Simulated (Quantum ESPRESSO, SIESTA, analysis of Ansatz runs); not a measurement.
# Levels of V_Cl in KCl (Fm-3m), rung by rung (SIESTA), part 2 of 5

We place the charge-transition levels of V_Cl in KCl (Fm-3m) with atom-centred orbitals, then repeat the energies at other levels of method to see what holds. Model: a cell of 64 host atoms with 1 Cl taken out.

SIESTA 5.4.2; SIESTA numerical-orbital DFT, PBEsol, DZP basis, PseudoDojo 0.4.1 potentials converted to PSML; charged supercells in a uniform background, point-charge correction with alignment at far sites.

So far. Step 2 (Band edges): The gap at this level is 4.89 eV.

### Step 3. Relaxing each charge state

Level of this step: SIESTA numerical-orbital DFT, PBEsol, DZP basis, PseudoDojo 0.4.1 potentials converted to PSML; relaxation of all atoms of a defect supercell (SIESTA).

Each state starts from the atoms near the defect displaced at random, so that no symmetry of the ideal site is imposed. An odd electron count needs spin polarisation, and the total moment is held fixed to keep the state apart from its neighbours in spin. Basis functions without a nucleus stand at the vacant site, for electrons that may collect there. Charge 0 is shown in full.

Contents of defect.fdf:

```
SystemName                      K32Cl31
SystemLabel                     defect
NumberOfSpecies                 3
NumberOfAtoms                   64
%block ChemicalSpeciesLabel
  1   19 K
  2   17 Cl
  3  -17 Cl_ghost
%endblock ChemicalSpeciesLabel
LatticeConstant                 1.0 Ang
%block LatticeVectors
    12.668644000     0.000284000     0.000284000
     0.000284000    12.668644000     0.000284000
     0.000284000     0.000284000    12.668644000
%endblock LatticeVectors
AtomicCoordinatesFormat         Fractional
%block AtomicCoordinatesAndAtomicSpecies
     0.000000000     0.000000000     0.000000000  1
     0.000000000     0.250000000     0.250000000  1
     0.250000000     0.000000000     0.250000000  1
     0.250000000     0.250000000     0.000000000  1
     0.000000000     0.000000000     0.250000000  2
     0.000000000     0.250000000     0.000000000  2
     0.250000000     0.000000000     0.000000000  2
     0.252431961     0.248048012     0.247580766  2
     0.000000000     0.000000000     0.500000000  1
     0.000000000     0.250000000     0.750000000  1
     0.250000000     0.000000000     0.750000000  1
     0.251010035     0.253743083     0.500738482  1
     0.000000000     0.000000000     0.750000000  2
    -0.001888444     0.249802425     0.503460088  2
     0.250000000     0.000000000     0.500000000  2
     0.253754458     0.250168638     0.751204980  2
     0.000000000     0.500000000     0.000000000  1
     0.000000000     0.750000000     0.250000000  1
     0.246888675     0.502380765     0.250478707  1
     0.250000000     0.750000000     0.000000000  1
     0.002984512     0.499627442     0.247444332  2
     0.000000000     0.750000000     0.000000000  2
     0.250000000     0.500000000     0.000000000  2
     0.248261267     0.751301544     0.253295448  2
    -0.003167959     0.501191515     0.497969936  1
     0.000000000     0.750000000     0.750000000  1
     0.253227338     0.501583141     0.748370567  1
     0.250724775     0.746988346     0.497554353  1
    -0.002202974     0.502733006     0.748195819  2
    -0.002690691     0.752817825     0.499369456  2
     0.252418759     0.753110303     0.749772159  2
     0.500000000     0.000000000     0.000000000  1
     0.500000000     0.250000000     0.250000000  1
     0.750000000     0.000000000     0.250000000  1
     0.750000000     0.250000000     0.000000000  1
     0.500000000     0.000000000     0.250000000  2
     0.500000000     0.250000000     0.000000000  2
     0.750000000     0.000000000     0.000000000  2
     0.750000000     0.250000000     0.250000000  2
     0.500000000     0.000000000     0.500000000  1
     0.500000000     0.250000000     0.750000000  1
     0.750000000     0.000000000     0.750000000  1
     0.750000000     0.250000000     0.500000000  1
     0.500000000     0.000000000     0.750000000  2
     0.497201168     0.248939794     0.502572932  2
     0.750000000     0.000000000     0.500000000  2
     0.750000000     0.250000000     0.750000000  2
     0.500000000     0.500000000     0.000000000  1
     0.500000000     0.750000000     0.250000000  1
     0.750000000     0.500000000     0.250000000  1
     0.750000000     0.750000000     0.000000000  1
     0.503646731     0.498537413     0.249626372  2
     0.500000000     0.750000000     0.000000000  2
     0.750000000     0.500000000     0.000000000  2
     0.750000000     0.750000000     0.250000000  2
     0.496789314     0.497826472     0.499263015  1
     0.500000000     0.750000000     0.750000000  1
     0.750000000     0.500000000     0.750000000  1
     0.750000000     0.750000000     0.500000000  1
     0.502169631     0.501759188     0.752788097  2
     0.500148893     0.746081666     0.500448944  2
     0.750000000     0.500000000     0.500000000  2
     0.750000000     0.750000000     0.750000000  2
     0.250000000     0.500000000     0.500000000  3
%endblock AtomicCoordinatesAndAtomicSpecies
%block kgrid.MonkhorstPack
    1   0   0  0.25
    0   1   0  0.25
    0   0   1  0.25
%endblock kgrid.MonkhorstPack
XC.Functional                   GGA
XC.Authors                      PBEsol
PAO.BasisSize                   DZP
PAO.EnergyShift                 0.005 Ry
Mesh.Cutoff                     300 Ry
Spin                            polarized
%block DM.InitSpin
    12   0.200
    19   0.200
    25   0.200
    27   0.200
    28   0.200
%endblock DM.InitSpin
Spin.Fix                        true
Spin.Total                      1.0
OccupationFunction              FD
ElectronicTemperature           0.01 eV
MaxSCFIterations                150
SCF.MustConverge                true
SCF.Mixer.Method                Pulay
SCF.Mixer.Weight                0.1
SCF.Mixer.History               10
SCF.DM.Tolerance                3.0e-4
SCF.H.Tolerance                 3.0e-3 eV
WriteForces                     true
Charge.Mulliken                 end
SaveRho                         true
SaveElectrostaticPotential      true
Charge.Hirshfeld                end
Charge.Voronoi                  end
MD.TypeOfRun                    Broyden
MD.Steps                        90
MD.MaxForceTol                  0.04 eV/Ang
MD.MaxDispl                     0.15 Ang
WriteCoorStep                   true
AtomCoorFormatOut               Fractional
%block Geometry.Constraints
  atom [64]
%endblock Geometry.Constraints
```

On the command line:

```sh
$ OMP_NUM_THREADS=1 siesta defect.fdf > defect.out
```

The program printed:

```text
Version         : 5.4.2

                           ***********************
                           *  WELCOME TO SIESTA  *
                           ***********************

[...]
reinit: Reading from file defect.fdf

reinit: -----------------------------------------------------------------------
reinit: System Name: K32Cl31
reinit: -----------------------------------------------------------------------
reinit: System Label: defect
reinit: -----------------------------------------------------------------------

[...]
initatom: Reading input for the pseudopotentials and atomic orbitals ----------
Species number:   1 Atomic number:   19 Label: K
Species number:   2 Atomic number:   17 Label: Cl
Species number:   3 Atomic number:  -17 Label: Cl_ghost (floating PAOs)

[... pseudopotential checks and orbital generation ...]

prinput: Basis input

PAO.BasisType split

%block ChemicalSpeciesLabel
    1   19 K                       # Species index, atomic number, species label
    2   17 Cl                      # Species index, atomic number, species label
    3  -17 Cl_ghost                # Species index, atomic number, species label
%endblock ChemicalSpeciesLabel

%block PAO.Basis                 # Define Basis set
# WARNING: This information might be incomplete!
K                     4                    # Species label, number of l-shells
 n=3   0   1                         # n, l, Nzeta
   3.714
   1.000
 n=4   0   2                         # n, l, Nzeta
  10.978      8.237
   1.000      1.000
 n=3   1   1                         # n, l, Nzeta
   4.378
   1.000
 n=4   1   1                         # n, l, Nzeta
  10.978
   1.000
Cl                    2                    # Species label, number of l-shells
 n=3   0   2                         # n, l, Nzeta
   4.413      2.893
   1.000      1.000
 n=3   1   2 P   1                   # n, l, Nzeta, Polarization, NzetaPol
   5.490      3.619
   1.000      1.000
Cl_ghost              2                    # Species label, number of l-shells
 n=3   0   2                         # n, l, Nzeta
   4.413      2.893
   1.000      1.000
 n=3   1   2 P   1                   # n, l, Nzeta, Polarization, NzetaPol
   5.490      3.619
   1.000      1.000
%endblock PAO.Basis

prinput: ----------------------------------------------------------------------

coor:   Atomic-coordinates input format  =     Fractional

[...]
siesta: System type = bulk

initatomlists: Number of atoms, orbitals, and projectors:     64   704  1134

[... echo of the settings ...]

siesta: k-grid: Number of k-points = 1
siesta: k-points from Monkhorst-Pack grid
siesta: k-cutoff (effective) =     6.334 Ang
siesta: k-point supercell and displacements
siesta: k-grid:     1     0     0      0.250
siesta: k-grid:     0     1     0      0.250
siesta: k-grid:     0     0     1      0.250

diag: Algorithm                                     = D&C
diag: Absolute tolerance                            =  0.100E-15
diag: Orthogonalization factor                      =  0.100E-05

superc: Internal auxiliary supercell:     3 x     3 x     3  =      27
superc: Number of atoms, orbitals, and projectors:   1728  19008  30618

siesta: Constraint (1): pos
  [ 64 ]

                     ====================================
                        Begin Broyden opt. move =      0
                     ====================================

[...]
superc: Internal auxiliary supercell:     3 x     3 x     3  =      27
superc: Number of atoms, orbitals, and projectors:   1728  19008  30618

outcell: Unit cell vectors (Ang):
       12.668644    0.000284    0.000284
        0.000284   12.668644    0.000284
        0.000284    0.000284   12.668644

outcell: Cell vector modules (Ang)   :   12.668644   12.668644   12.668644
outcell: Cell angles (23,13,12) (deg):     89.9974     89.9974     89.9974
outcell: Cell volume (Ang**3)        :   2033.2482
[...]
Initializing Density Matrix...

[...]
DM filled with atomic data (user-defined):

InitMesh: MESH = 144 x 144 x 144 = 2985984
InitMesh: Mesh cutoff (required, used) =   300.000   357.081 Ry

[...]
iscf     Eharris(eV)        E_KS(eV)     FreeEng(eV)     dDmax     Ef_up Ef_dn(eV) dHmax(eV)
   scf:    1   -40033.181573   -40010.442176   -40010.442176  0.361519 -3.119835 -3.758695  2.707461
[...]
scf:    2   -40015.048726   -40012.812955   -40012.812955  0.020513 -3.195743 -3.829279  2.152147
[...]
scf:    3   -40019.231151   -40016.948209   -40016.948209  0.083059 -2.980776 -3.937141  1.549159
[...]
scf:    4   -40017.074165   -40017.015564   -40017.015564  0.008275 -2.849084 -3.805543  1.237732
[...]
scf:    5   -40017.118553   -40017.077833   -40017.077833  0.015532 -3.088609 -3.721770  0.117537
[...]
scf:    6   -40017.081932   -40017.082420   -40017.082420  0.002401 -2.789415 -4.070372  0.156011
[...]
scf:    7   -40017.083555   -40017.083205   -40017.083205  0.000951 -2.771838 -4.052811  0.066952
[...]
scf:    8   -40017.083716   -40017.083524   -40017.083524  0.001503 -2.753768 -4.034934  0.025969
[...]
scf:    9   -40017.083556   -40017.083546   -40017.083546  0.000163 -2.756696 -4.037882  0.009124
[...]
scf:   10   -40017.083518   -40017.083536   -40017.083536  0.000163 -2.753184 -4.034411  0.011982
[...]
Number of DMs in history: 1
 DM extrapolation coefficients:
1   1.00000
New DM after history re-use:

[...]
iscf     Eharris(eV)        E_KS(eV)     FreeEng(eV)     dDmax     Ef_up Ef_dn(eV) dHmax(eV)
   scf:    1   -40017.140916   -40017.138820   -40017.138820  0.023102 -2.999863 -3.634105  0.015958
[...]
scf:    2   -40017.138512   -40017.138755   -40017.138755  0.000404 -2.995607 -3.629839  0.021294
[...]
scf:    3   -40017.138911   -40017.138864   -40017.138864  0.000234 -2.998015 -3.632247  0.000549
     spin moment: {S} , |S| = {        0.0        0.0    1.00000 }     1.00000

SCF Convergence by DM+H criterion
[...]
SCF cycle converged after 3 iterations

[...]
siesta: E_KS(eV) =           -40017.1389

siesta: Atomic forces (eV/Ang):
     1   -0.000115    0.001266    0.002298
     2   -0.004212    0.016484   -0.002665
     3    0.002255   -0.002407   -0.007064
     4   -0.004333    0.002278    0.006125
     5    0.002552    0.000732    0.002959
     6    0.003054   -0.001103    0.001954
     7    0.002444    0.009241   -0.004155
     8   -0.009936    0.002014    0.006785
     9   -0.012284    0.000264   -0.002199
    10    0.000784    0.004588   -0.012405
[...]
60   -0.007000   -0.009882   -0.004957
    61   -0.002043    0.038627    0.004513
    62   -0.000829    0.002700    0.005544
    63    0.006957    0.000647   -0.000958
    64    0.000812   -0.000046    0.000184
   Tot    0.001829    0.001685    0.001040
   Max    0.038627
   Res    0.008578    sqrt( Sum f_i^2 / 3N )
   Max    0.038627    constrained

Stress tensor Voigt[x,y,z,yz,xz,xy] (kbar):       -0.78       -0.69       -0.74        0.10        0.09        0.10
[...]
outcoor: Relaxed atomic coordinates (fractional):
   -0.00000571    0.00000821   -0.00003571   1       1  K
    0.00049732    0.24954054    0.25031899   1       2  K
    0.25003119    0.00018841    0.25014043   1       3  K
    0.25032017    0.24991877   -0.00019893   1       4  K
   -0.00006394    0.00026381    0.24992888   2       5  Cl
    0.00002911    0.25013060   -0.00003411   2       6  Cl
    0.24989565   -0.00021114    0.00009412   2       7  Cl
    0.25070212    0.25013279    0.24965168   2       8  Cl
    0.00006983    0.00045525    0.50013113   1       9  K
    0.00049541    0.25054202    0.75063210   1      10  K
    0.25024287    0.00073503    0.74980631   1      11  K
    0.24935240    0.24973377    0.50021962   1      12  K
    0.00008250    0.00017646    0.75018880   2      13  Cl
   -0.00031196    0.25071843    0.50102571   2      14  Cl
    0.25000150    0.00020216    0.49986957   2      15  Cl
    0.25133023    0.25109694    0.75036866   2      16  Cl
   -0.00012397    0.50004215   -0.00128732   1      17  K
   -0.00063430    0.75055379    0.24976144   1      18  K
[...]
0.00065152    0.49980119    0.24912596   2      21  Cl
    0.00022322    0.74993145    0.00009457   2      22  Cl
[...]
0.74993682    0.74996034   -0.00015012   1      51  K
[...]
0.75008891    0.74989057    0.24997072   2      55  Cl
    0.50068775    0.49844688    0.50003727   1      56  K
    0.50075673    0.75051006    0.75014048   1      57  K
    0.75004932    0.50019173    0.75006444   1      58  K
    0.74928891    0.75005263    0.50016370   1      59  K
    0.50093168    0.50064734    0.75066449   2      60  Cl
    0.49972618    0.74757276    0.49992016   2      61  Cl
    0.74891421    0.49971651    0.49958527   2      62  Cl
    0.75006850    0.75021061    0.75005257   2      63  Cl
    0.25000000    0.50000000    0.50000000   3      64  Cl_ghost

[...]
siesta: Final energy (eV):
siesta:  Band Struct. =   -8719.051742
siesta:       Kinetic =   13636.508131
siesta:       Hartree =    8822.323947
[...]
siesta:         Exch. =   -8542.978040
siesta:         Corr. =    -740.295273
[...]
siesta:   Exch.-corr. =   -9283.273313
siesta:  Ion-electron =  -31536.629529
siesta:       Ion-ion =  -21656.068100
[...]
siesta:         Total =  -40017.138864
siesta:      Fermi_up =      -2.998015
siesta:      Fermi_dn =      -3.632247

siesta: Stress tensor (static) (eV/Ang**3):
siesta:    -0.000489    0.000064    0.000058
siesta:     0.000064   -0.000430    0.000060
siesta:     0.000058    0.000060   -0.000463

siesta: Cell volume =       2033.248198 Ang**3

siesta: Pressure (static):
siesta:                Solid            Molecule  Units
siesta:           0.00000502          0.00000434  Ry/Bohr**3
siesta:           0.00046082          0.00039853  eV/Ang**3
siesta:           0.73832179          0.63852062  kBar

[...]
mulliken: Qtot =      253.000

[...]
mulliken: Qtot =      252.000

Mulliken Atomic Populations:
Atom #   charge [q] valence [e]      Sz [e]  Species
     1     0.405994    8.594006   -0.000987  K
     2     0.426609    8.573391   -0.035550  K
     3     0.390686    8.609314    0.017856  K
     4     0.391213    8.608787    0.017628  K
     5    -0.405369    7.405369    0.000107  Cl
     6    -0.404634    7.404634    0.000109  Cl
     7    -0.404870    7.404870    0.000177  Cl
     8    -0.398987    7.398987    0.003139  Cl
     9     0.391068    8.608932    0.017897  K
    10     0.431516    8.568484   -0.041648  K
    11     0.391206    8.608794    0.017941  K
    12     0.320223    8.679777    0.177794  K
    13    -0.404965    7.404965    0.000111  Cl
    14    -0.398744    7.398744    0.003141  Cl
    15    -0.405947    7.405947    0.000771  Cl
    16    -0.398717    7.398717    0.002857  Cl
    17     0.390872    8.609128    0.017639  K
    18     0.431714    8.568286   -0.041340  K
[...]
21    -0.398786    7.398786    0.003152  Cl
    22    -0.404684    7.404684    0.000111  Cl
[...]
51     0.407013    8.592987   -0.000956  K
[...]
55    -0.405057    7.405057    0.000112  Cl
    56     0.324785    8.675215    0.171389  K
    57     0.426414    8.573586   -0.034390  K
    58     0.392308    8.607692    0.017427  K
    59     0.392437    8.607563    0.017485  K
    60    -0.399567    7.399567    0.003067  Cl
    61    -0.399182    7.399182    0.003167  Cl
    62    -0.407592    7.407592    0.000787  Cl
    63    -0.405388    7.405388    0.000108  Cl
    64     6.966994    0.033006    0.028539  Cl_ghost
 Total     7.000000                1.000000

[...]
Job completed
```

It took 17 min on 1 MPI rank of Arm Neoverse V2, shared host; peak memory 1.8 GiB.

The steps and moves of this run count from the displaced start.

Step by step:

```
step  energy less that of the first step (eV)  largest force (eV/Å)
   0                                   0.0000                0.1828
   1                                  -0.0062                0.1727
   2                                  -0.0548                0.0423
   3                                  -0.0554                0.0389
```

The atoms that moved most (Å):

```
atom      dx      dy      dz  length
 K28  -0.012   0.049   0.032   0.060
 K19   0.042  -0.023  -0.033   0.059
 K12  -0.021  -0.051  -0.007   0.055
 K56   0.049   0.008   0.010   0.051
 K27  -0.024  -0.003   0.037   0.044
 Cl8  -0.022   0.026   0.026   0.043
Cl52  -0.039   0.012   0.005   0.041
Cl14   0.020   0.012  -0.031   0.039
```

Neighbours of the ideal centre at the end:

```
atom  distance (Å)
 K12         3.171
 K56         3.176
 K28         3.178
 K27         3.184
 K19         3.194
 K25         3.218
Cl61         4.455
Cl29         4.465
Cl45         4.472
Cl16         4.472
Cl24         4.475
Cl14         4.476
Cl31         4.481
 Cl8         4.481
Cl21         4.481
Cl52         4.483
```

Energies on the run's own zero. States near gap, by row:

```
spin  k  band  energy (eV)  filled by count
  up  0   249       -8.014                1
  up  0   250       -8.004                1
  up  0   251       -7.949                1
  up  0   252       -7.949                1
  up  0   253       -3.813                1
  up  0   254       -2.512                0
  up  0   255       -1.982                0
  up  0   256       -1.979                0
  up  0   257       -1.575                0
down  0   248       -8.012                1
down  0   249       -8.012                1
down  0   250       -8.002                1
down  0   251       -7.947                1
down  0   252       -7.947                1
down  0   253        -3.13                0
down  0   254       -2.393                0
down  0   255       -1.915                0
down  0   256       -1.912                0
```

The states that were run, at one point at (¼, ¼, ¼), on 1 MPI rank of Arm Neoverse V2, shared host:

```
charge  moment (μB)    outcome  structures computed  largest displacement of a host atom from its site (Å)  lowest empty less highest filled level (eV)    time
    −1            0  converged                    5                                                   0.08                                         0.79  14 min
     0            1  converged                    4                                                   0.05                                         0.68  17 min
    +1            0  converged                   10                                                   0.20                                         4.62  26 min
```

Against the host's sites the lattice moves most at charge +1 (0.20 Å); the smallest move among the states is 0.05 Å.

(Part 2 of 5 ends here.)

[Logs are printed without paths, hosts, clocks, repeated set-up lines and the standing remarks that a program may print on its own settings, such as how far it seeks lower states.]

[Hosts, paths, dates, database ids (printed as entryN), source tags and the programs' standing remarks are cut or masked in the printed files.]

[For some hosts the program warned that the k-mesh of the response run may be too coarse for force constants and the static dielectric constant; such warnings are not shown here.]

[Charge tables in the logs are Mulliken or Hirshfeld populations, whose sizes and signs can differ; where basis functions stand at a vacancy, SIESTA counts their charge against the missing atom's valence.]

[In relaxation paths of CP2K, step 0 can be the structure after the first move, since the trajectory file begins there, and the last row can be the final structure solved once more.]
